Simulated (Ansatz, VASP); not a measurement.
# Cross-check of In2Ni3S2 between VASP and Ansatz, part 2 of 2

One calculation is typed for both programs; each brings its own data sets and cutoff. How far apart do they land?

VASP 6.6.1 and Ansatz 0.2.0.

So far: Starting point; VASP: relaxation of cell and atoms, r2SCAN.

### Step 3. Ansatz: relaxation of cell and atoms, r2SCAN

Level of this step: Ansatz beside VASP: Kohn-Sham DFT, plane waves, r2SCAN (Ansatz).

Ansatz runs on its default PAW (the set named soft_2) files.

The same cell, functional, mesh and smearing now go to Ansatz, which takes its cutoff from its data sets.

input.yaml reads:

```yaml
crystal:
  lattice:
    - [2.6888421947, 1.5524037649, 4.4940345138]
    - [-2.6888421947, 1.5524037649, 4.4940345138]
    - [0.0, -3.1048075299, 4.4940345138]
  atoms:
    - { symbol: In, position: [0.5, 0.5, 0.5] }
    - { symbol: In, position: [0.0, 0.0, 0.0] }
    - { symbol: Ni, position: [0.5, 0.0, 0.0], spin: 1.0 }
    - { symbol: Ni, position: [0.0, 0.5, 0.0], spin: 1.0 }
    - { symbol: Ni, position: [0.0, 0.0, 0.5], spin: 1.0 }
    - { symbol: S, position: [0.72308081, 0.72308081, 0.72308081] }
    - { symbol: S, position: [0.27691919, 0.27691919, 0.27691919] }
hamiltonian:
  xc: r2scan
  pseudopotentials: { kind: paw }
magnetization:
  spin_polarized: true
kpoints:
  mp_grid: { grid: [6, 6, 6] }
scf:
  occupations: { method: fermi_dirac, width: 0.05 }
relax:
  f_tol: 0.01
  max_steps: 60
  cell: { stress_tol: 0.05 }
output:
  forces: true
  stress: true
```

Run with:

```bash
$ ansatz run input.yaml --threads 4 --pin off --max-ram 9216MiB --backend cpu --events-out ev --progress --plain --runs-dir out
```

Numbers of over 12 decimals in the logs are rounded to 6 here.

What it wrote:

```text
Engine: ansatz 0.2.0, x86_64-unknown-linux-gnu
Pseudopotentials: kind: paw
Pseudopotential: In, paw, valence charge 13, recommended cutoff 500 eV (meta_gga), In.paw.azcp
Pseudopotential: Ni, paw, valence charge 18, recommended cutoff 500 eV (meta_gga), Ni.paw.azcp
Pseudopotential: S, paw, valence charge 6, recommended cutoff 500 eV (meta_gga), S.paw.azcp
Functional definition: r2SCAN
  parameter k0 = 0.174
  parameter k1 = 0.065
  parameter a1 = 4.9479
  exchange = r2scan_x(k0 = k0, k1 = k1, a1 = a1)
  correlation = r2scan_c
Crystal: 7 atoms, lattice volume = 112.553 Å³
Basis set: ecut = 500 eV, 2801 PW (Γ), exchange–correlation on 160×160×160 points (64 copies of the dense FFT grid, shifted against one another)
Bands: 57, of which v1, the nominal top of the filled ones, is band 46 counted from 1 (45 counted from 0)
Symmetry: 12 space group operations
Space group: R-3m (ITA 166), of the structure as read, at distance tolerance 4.8e-5 Å
Magnetic group: BNS 166.97 (UNI 1327), of the structure as read, at distance tolerance 4.8e-5 Å
k-points: 32 of 216
Non-local potential: In, projectors of the file, l = 0: 2, l = 1: 2, l = 2: 2, l = 3: 2
Non-local potential: Ni, projectors of the file, l = 0: 3, l = 1: 2, l = 2: 3, l = 3: 1
Non-local potential: S, projectors of the file, l = 0: 2, l = 1: 2, l = 2: 2
PAW form: soft (Blöchl's): semilocal exchange-correlation on the pseudo side does not see the compensation charge
PAW frozen core: In, regenerated for the run's functional (the file was generated under x = pbe(κ = 0.804, μ = 0.219515), c = pbe(β = 0.066725))
PAW frozen core: Ni, regenerated for the run's functional (the file was generated under x = pbe(κ = 0.804, μ = 0.219515), c = pbe(β = 0.066725))
PAW frozen core: S, regenerated for the run's functional (the file was generated under x = pbe(κ = 0.804, μ = 0.219515), c = pbe(β = 0.066725))
PAW one-centre angular grid: In, 590 points (default); XC on 289 of its mesh's 2783 points in the sphere
PAW one-centre angular grid: Ni, 590 points (default); XC on 160 Gauss nodes
PAW one-centre angular grid: S, 302 points (default); XC on 160 Gauss nodes
Initial density: superposition of atomic densities (chi_scale 0.1, normalization cell, long waves kept (reshape's long-wave potential 0.01 eV rms))
Starting moments: Σ|m| = 3 μB on 3 of 7 sites
Initial wavefunctions: pseudopotential atomic-orbital guess
Functional: x = r2scan, c = r2scan; τ floored in thin density (d = 2e-4 eV/Å³)
SCF iter   1: F=—  HF=-30567.200941 eV  |F-HF|=—  |Δ(HF+E_count)|=         —  Δρ=8.46e-2 (↑3.53e-2 ↓8.46e-2)  dr2=1.64e1  dr2_τ=5.60e-2  dr2_m=7.78e-1  M=1.432 μB ∫|m|=1.950 μB  β_m=0.57  ethr=3.10e-3  ⟨swp⟩=6.5  Hψ=14090  notcnv=0  defer=25
Mixer restart at iter 1: flushing history
preconditioner: auto → Kerker (q_TF=auto, 2.638 Å⁻¹)  [metal: Δε(μ)=0.048 eV  Ē_g=11.674 eV  σ=0.050 eV  W_gap=0.23  n_scr=26 (ndim 8)  ℏωp=28.9 eV  f_vac=0.000  D(μ)=2.68/eV (n_scr^D=14)]
spin=Collinear: Kerker preconditioning applied to the charge; magnetization (m = ρ↑ − ρ↓) channel mixes plain (no charge-response kernel on spin).
SCF iter   2: F=—  HF=-30571.618546 eV  |F-HF|=—  |Δ(HF+E_count)|=    4.42e0  Δρ=3.94e-2 (↑1.91e-2 ↓3.94e-2)  dr2=5.83e0  dr2_τ=1.25e-2  dr2_m=2.05e-1  M=1.367 μB ∫|m|=1.918 μB  β_m=1.00  ethr=3.10e-3  ⟨swp⟩=3.0  Hψ=6578  notcnv=0  defer=185  κ⁻¹=1.0e0(r=1)
SCF iter   3: F=—  HF=-30574.054403 eV  |F-HF|=—  |Δ(HF+E_count)|=    2.44e0  Δρ=2.36e-2 (↑1.35e-2 ↓2.36e-2)  dr2=3.33e0  dr2_τ=3.01e-3  dr2_m=6.76e-2  M=1.012 μB ∫|m|=1.655 μB  β_m=0.30  ethr=3.10e-3  ⟨swp⟩=2.6  Hψ=5028  notcnv=0  defer=185  κ⁻¹=4.1e-2(r=2)
SCF iter   4: F=—  HF=-30573.247241 eV  |F-HF|=—  |Δ(HF+E_count)|=   8.07e-1  Δρ=2.18e-2 (↑1.31e-2 ↓2.18e-2)  dr2=6.01e-1  dr2_τ=3.79e-3  dr2_m=8.68e-2  M=0.555 μB ∫|m|=1.237 μB  β_m=0.30  ethr=3.10e-3  ⟨swp⟩=3.0  Hψ=6077  notcnv=0  defer=193  κ⁻¹=5.0e-3(r=3)
SCF iter   5: F=—  HF=-30573.856537 eV  |F-HF|=—  |Δ(HF+E_count)|=   6.09e-1  Δρ=1.08e-2 (↑8.24e-3 ↓1.08e-2)  dr2=1.62e-1  dr2_τ=2.24e-3  dr2_m=2.09e-2  M=0.465 μB ∫|m|=0.937 μB  β_m=1.00  ethr=6.53e-4  ⟨swp⟩=3.1  Hψ=8010  notcnv=0  defer=189  κ⁻¹=3.0e-3(r=4)
SCF iter   6: F=—  HF=-30574.468481 eV  |F-HF|=—  |Δ(HF+E_count)|=         —  Δρ=8.27e-3 (↑8.27e-3 ↓5.41e-3)  dr2=1.68e-1  dr2_τ=2.93e-4  dr2_m=3.03e-3  M=0.485 μB ∫|m|=0.743 μB  β_m=1.00  ethr=1.76e-4  ⟨swp⟩=2.9  Hψ=6557  notcnv=0  defer=189
Mixer restart at iter 6: flushing history
SCF iter   7: F=—  HF=-30574.514729 eV  |F-HF|=—  |Δ(HF+E_count)|=   4.62e-2  Δρ=5.68e-3 (↑5.68e-3 ↓3.93e-3)  dr2=9.15e-2  dr2_τ=4.14e-4  dr2_m=1.20e-3  M=0.463 μB ∫|m|=0.677 μB  β_m=1.00  ethr=1.76e-4  ⟨swp⟩=2.0  Hψ=4334  notcnv=0  defer=193  κ⁻¹=1.0e0(r=1)
SCF iter   8: F=—  HF=-30574.551379 eV  |F-HF|=—  |Δ(HF+E_count)|=   3.67e-2  Δρ=1.26e-3 (↑1.23e-3 ↓1.26e-3)  dr2=5.92e-3  dr2_τ=2.21e-5  dr2_m=1.03e-4  M=0.390 μB ∫|m|=0.525 μB  β_m=1.00  ethr=9.94e-5  ⟨swp⟩=2.0  Hψ=5563  notcnv=0  defer=194  κ⁻¹=6.1e-3(r=2)
[...]
SCF 1 converged in 38 iterations: F = -30574.564507 eV  dr2 = 7.37e-10
  greatest PAW one-centre occupation: 1.001 electrons in one spin orbital (limit 2), on the Ni atom at site 4 (counted from 0), in its partial waves of l = 1
[...]
SCF iter  22: F=—  HF=-30574.564507 eV  |F-HF|=—  |Δ(HF+E_count)|=  2.11e-10  Δρ=9.70e-8 (↑9.70e-8 ↓5.73e-8)  dr2=4.60e-12  dr2_τ=1.21e-13  dr2_m=4.90e-12  M=0.000 μB ∫|m|=0.001 μB  β_m=1.00  ethr=1.00e-12  ⟨swp⟩=2.0  Hψ=5033  notcnv=0  κ⁻¹=6.2e-5(r=8)
SCF iter  23: F=—  HF=-30574.564507 eV  |F-HF|=—  |Δ(HF+E_count)|=  6.44e-10  Δρ=9.99e-8 (↑3.82e-8 ↓9.99e-8)  dr2=6.33e-12  dr2_τ=1.30e-13  dr2_m=2.53e-12  M=0.000 μB ∫|m|=0.000 μB  β_m=1.00  ethr=1.00e-12  ⟨swp⟩=3.0  Hψ=7604  notcnv=0  κ⁻¹=5.7e-5(r=8)
SCF iter  24: F=—  HF=-30574.564507 eV  |F-HF|=—  |Δ(HF+E_count)|=  1.46e-11  Δρ=1.06e-7 (↑3.54e-8 ↓1.06e-7)  dr2=4.81e-12  dr2_τ=1.08e-13  dr2_m=3.56e-12  M=0.000 μB ∫|m|=0.000 μB  β_m=1.00  ethr=1.00e-12  ⟨swp⟩=2.0  Hψ=4673  notcnv=0  κ⁻¹=4.6e-5(r=8)
SCF iter  25: F=—  HF=-30574.564507 eV  |F-HF|=—  |Δ(HF+E_count)|=  2.95e-10  Δρ=1.21e-7 (↑7.53e-8 ↓1.21e-7)  dr2=2.02e-12  dr2_τ=3.74e-13  dr2_m=9.21e-12  M=0.000 μB ∫|m|=0.000 μB  β_m=1.00  ethr=1.00e-12  ⟨swp⟩=2.0  Hψ=6643  notcnv=0  κ⁻¹=7.7e-5(r=8)
SCF iter  26: F=-30574.564507 eV  HF=-30574.564507 eV  |F-HF|=2.91e-11  |Δ(HF+E_count)|=  2.84e-10  Δρ=2.63e-8 (↑2.63e-8 ↓1.47e-8)  dr2=6.64e-13  dr2_τ=1.87e-14  dr2_m=2.99e-13  M=0.000 μB ∫|m|=0.000 μB  β_m=1.00  ethr=1.00e-12  ⟨swp⟩=2.2  Hψ=6664  notcnv=0  κ⁻¹=9.1e-5(r=8)
SCF iter  27: F=-30574.564507 eV  HF=-30574.564507 eV  |F-HF|=3.64e-11  |Δ(HF+E_count)|=  4.00e-11  Δρ=1.64e-7 (↑1.26e-7 ↓1.64e-7)  dr2=7.93e-11  dr2_τ=9.85e-14  dr2_m=3.78e-13  M=0.000 μB ∫|m|=0.000 μB  β_m=1.00  ethr=1.00e-12  ⟨swp⟩=1.2  Hψ=3660  notcnv=0  κ⁻¹=5.9e-4(r=8)
SCF iter  28: F=-30574.564507 eV  HF=-30574.564507 eV  |F-HF|=1.82e-11  |Δ(HF+E_count)|=  3.27e-11  Δρ=7.77e-8 (↑6.06e-8 ↓7.77e-8)  dr2=1.76e-11  dr2_τ=2.16e-14  dr2_m=1.01e-13  M=0.000 μB ∫|m|=0.000 μB  ethr=1.00e-12  ⟨swp⟩=4.0  Hψ=14413  notcnv=0
the starting moments were not kept: the SCF closed with an absolute magnetisation of 5.7e-5 μB, where they sum to 3 μB in size (3 sites). That is at most 0.1 of that sum.
SCF 2 converged in 28 iterations: F = -30574.564507 eV  dr2 = 1.76e-11
relax step   2: F+E_penalty+E_count = -30574.56450664 eV  Δ(F+E_penalty+E_count) = -2.496e-9 eV  max|allowed force component| = 4.162e-3 eV/Å  Δτ_max = 0.0000 Å  P = -0.015 GPa  Ω = 112.553 Å³  stress off target by 4.13e-2 GPa  SCF on the basis re-selected at this cell (its energy is not comparable with the rows above)  (28 SCF iters)
basis re-selected at this cell: Δ(F+E_penalty+E_count) = -2.496e-9 eV, ΔP = +0.000 GPa vs the last step (what re-selecting the basis moved, of the pressure what is left beyond the Pulay correction that the steps carried, after the strain that the cell walked since its last selection, with what the two solves' SCF thresholds leave and, on support functions, any second-order correction that the steps lacked; it is no m [...]
SCF converged after 28 iterations
Stability not checked: this state was not tested for a lower state beside it, because the mixer in use, unlike msr1, does not test its closes by its own steps (another_mixer; see scf.mixing.algorithm and scf.lower_state_search)
Magnetization: 0.0000 μB (46.0000 up, 46.0000 down)
Absolute magnetization: 0.0001 μB (∫|ρ↑−ρ↓|, with the PAW one-centre terms)
Spin contamination: 0.0000 ħ² per cell (⟨S²⟩ above its minimum at these occupations)
Per-site moments (μB) at R_I (Å): [(9.059356457954257e-7, 1.109147), (2.1053267724439626e-7, 1.126589), (1.3375097187024482e-5, 0.886582), (1.3375097187373465e-5, 0.886582), (1.3375097186831084e-5, 0.886582), (1.6103076714621501e-6, 0.886582), (1.6103076713217699e-6, 0.886582)]
Free energy (F): -30574.564507 eV
Harris-Foulkes:  -30574.564507 eV  (|F-HF|=1.82e-11)
Internal energy: -30574.534790 eV  (E = F + TS)
E sigma→0 (E₀):  -30574.549648 eV
Entropy (-TS):   -0.029717 eV (-4.245 meV/atom)
Fermi energy:    12.746652 eV
--- Per-component energies (eV) ---
  E_band       = -1165.397261
  E_kinetic    = 1556.003870
  E_local      = -16840.201233  (includes V_loc(G=0)·N_el)
  E_nonlocal   = 2724.290004
  E_hartree    = 7218.837191
  E_xc         = -823.677099
  E_vxc        = -755.864750  (∫ρ·V_xc dr)
  E_paw        = -14530.790309  (= ΣΔE_a)
  E_vpaw       = -2336.909930  (= ΣTr[D̂ρ^β])
  E_aug_tail   = 0.000733  (compensation charges beyond the density's cutoff)
  E_vtau       = 49.609003  (kinetic-family band-sum trace: ∫τ·v_τ [+ j·A + Jᵃ·Aᵃ] dr)
  E_ewald      = -9879.809298
  E_core_change = 0.811352  (= ΣΔE_core)
  E_smearing   = -0.029717  (= −TS)
  E_closure    = -0.000000  (closes the sum)
  Σ components = -30574.564507   (vs F -30574.564507, Δ=0.00e0)
--- Forces (eV/Å), atoms counted from 1 ---
  atom   1  In     0.00000000     0.00000000     0.00000000
  atom   2  In     0.00000000     0.00000000     0.00000000
  atom   3  Ni    -0.00000000    -0.00000000     0.00000000
  atom   4  Ni    -0.00000000     0.00000000    -0.00000000
  atom   5  Ni     0.00000000     0.00000000    -0.00000000
  atom   6  S      0.00000000     0.00000000    -0.00416246
  atom   7  S     -0.00000000    -0.00000000     0.00416246
  max |Σ_I F_I| component: 1.16e-18 eV/Å
--- Stress (GPa, compression-positive) ---
       -0.041345       0.000000      -0.000000
        0.000000      -0.041345      -0.000000
        0.000000      -0.000000       0.038338
  P = ⅓ Tr σ = -0.0148 GPa (-0.148 kbar)
--- Relaxed structure (1 steps of the walk, 1 accepted, 1 SCFs on fresh bases) ---
  F+E_penalty+E_count = -30574.56450664 eV   max|allowed force component| = 4.162e-3 eV/Å   (the final SCF, on the basis selected at the relaxed cell)
  cell:  # Å, volume = 112.5532 Å³
    - [2.688842, 1.552404, 4.494035]
    - [-2.688842, 1.552404, 4.494035]
    - [0.0, -3.104808, 4.494035]
  atoms:
    - { symbol: In, position: [0.500000, 0.500000, 0.5] }
    - { symbol: In, position: [0.0, 0.0, 0.0] }
    - { symbol: Ni, position: [0.5, 0.0, 0.0] }
    - { symbol: Ni, position: [0.0, 0.5, 0.0] }
    - { symbol: Ni, position: [-2.7755575615628914e-17, -2.7755575615628914e-17, 0.5] }
    - { symbol: S, position: [0.72308081, 0.72308081, 0.72308081] }
    - { symbol: S, position: [0.276919, 0.276919, 0.27691919] }
```

The job ended after 68 s (4 threads of Intel Xeon Platinum 8488C (Sapphire Rapids), shared host; peak memory 1.1 GiB; 4.2 min of CPU time).

### Step 4. Side by side

Known differences besides the potentials themselves: VASP keeps PBE cores, Ansatz makes them for the functional; both relaxations stop at a tolerance, which leaves soft axes loose, and VASP keeps its plane-wave basis; the data sets hold 92 valence electrons in Ansatz (default PAW (the set named soft_2) files) and 68 in VASP; the cutoff is 500 eV in Ansatz and 520 eV in VASP; Ansatz adds a Pulay correction to the stress that steers its cell, VASP none. Total energies have different zeros and are not compared.

Compared:

```csv
quantity,Ansatz,VASP,difference
volume (Å³),112.55,112.63,-0.07 %
"edge a after relaxation, in the typed setting (Å)",5.462,5.464,-0.03 %
```

The walks stopped with -0.01 GPa left in Ansatz and 0.00 GPa in VASP; each walk ends within a tolerance, so the volume difference is uncertain by about these residues over the bulk modulus, most in soft cells.

### Step 5. Outcome

```yaml
difference_in_volume_relaxation_of_cell_and_atoms_r2scan: -0.068 %
```

What this shows: The difference in volume is -0.068 % (relaxation of cell and atoms, r2SCAN), within the 1.2 % picked in this series as the mark of a large difference, as far as the stopping tolerances let one tell. How closely two codes agree says nothing of how well the functional describes the real material.

[Lines on the potential files, build, host, timing and source positions are cut from VASP's logs without a mark.]

[Logs are printed without paths, hosts, clocks, repeated set-up lines and the standing remarks that a program may print on its own settings, such as how far it seeks lower states.]

[Hosts, paths, dates, database ids (printed as entryN), source tags and the programs' standing remarks are cut or masked in the printed files.]
